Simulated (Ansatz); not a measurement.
The system is TaN.

```
CELL_PARAMETERS angstrom
5.19600 0.00000 0.00000
-2.59800 4.49987 0.00000
0.00000 0.00000 2.91100
ATOMIC_POSITIONS crystal
Ta 0.00000 0.00000 0.00000
Ta 0.66667 0.33333 0.50000
Ta 0.33333 0.66667 0.50000
N 0.00000 0.39285 0.00000
N 0.60715 0.60715 0.00000
N 0.39285 0.00000 0.00000
```

| Property | Result |
| --- | --- |
| Program | Ansatz 0.2.0 |
| Task | relaxation of cell and atoms |
| Functional | RPBE |
| Dispersion | D3(BJ) |
| Potentials or basis | Ansatz PAW |
| Cutoff | 420 eV (not typed: the program's choice for these potentials) |
| k mesh | 6 × 6 × 9 |
| Occupations | fermi-dirac, width 0.05 eV |
| Spin | no spin polarisation |

At the start: volume 11.34 Å³/atom.

Question: How do energy, volume and symmetry change on relaxing?

Answer: It ends after 9 steps and the volume is 10.31 Å³/atom (-9.1 %); space group P-62m (No. 189, to 0.05 Å).

The path:
```tsv
step	energy change (eV)	largest force (eV/Å)	volume (Å³)
1	0.0000	0.1241	68.06
2	-0.5980	0.1091	59.91
3	-0.6812	0.0661	62.19
4	-0.6840	0.1394	61.91
5	-0.6853	0.0186	61.93
6	-0.6854	0.0001	61.90
7	-0.6748	0.0007	61.90
8	-0.6749	0.0000	61.86
9	-0.6748	0.0001	61.86
```

Final structure:
```
Ta N
1.0
     5.01087    0.00000    0.00000
    -2.50544    4.33954    0.00000
     0.00000    0.00000    2.84476
Ta N
3 3
Direct
  0.00000 0.00000 0.00000
  0.66667 0.33333 0.50000
  0.33333 0.66667 0.50000
  0.00000 0.39837 0.00000
  0.60163 0.60163 0.00000
  0.39837 0.00000 0.00000
```

Caveat: the plane-wave basis is chosen anew once the cell has moved, so the energies of steps on either side of that aren't comparable; the pressure holds a Pulay correction of +0.5 GPa for the finite cutoff; pairwise dispersion overbinds metals, which lowers pressure and volume; the PAW data sets come from PBE, with cores solved anew for the run's functional, which leaves a small shift of forces and pressure.
